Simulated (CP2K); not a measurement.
The system is MgO2.

```
Mg O
1.0
     3.95494    0.00000    0.00000
     2.65264    2.93344    0.00000
     2.65264    1.17764    2.68667
Mg O
1 2
Direct
  0.00000 0.00000 0.00000
  0.57121 0.57121 0.57121
  0.42879 0.42879 0.42879
```

The cell comes from a database or a generator and needn't be the stable form of this composition.

Base run:

```yaml
Program: CP2K 2026.2
Functional: TASK
Potentials_or_basis: POTENTIAL_UZH Mg GTH-SCAN-q10, O GTH-SCAN-q6; TZVP-MOLOPT-SCAN-GTH basis
Density_cutoff: 19048 eV
k_mesh: 10 × 10 × 10
Occupations: fermi-dirac, width 0.05 eV
Spin: no spin polarisation
```

Its results: band gap on the k mesh 3.43 eV, direct; pressure 10.2 GPa; largest force 0.323 eV/Å.

Problem. The run is repeated on the same cell with these changes: functional from TASK to SCAN; ngrids from 5 to 4. What comes out?

Solution. Band gap on the k mesh 2.97 eV, direct; pressure -3.5 GPa; largest force 0.095 eV/Å.

Caveats: the basis of atomic orbitals isn't converged, which shifts pressures, moduli and gaps; the potentials were made for another functional, which shifts forces and pressure (some runs).
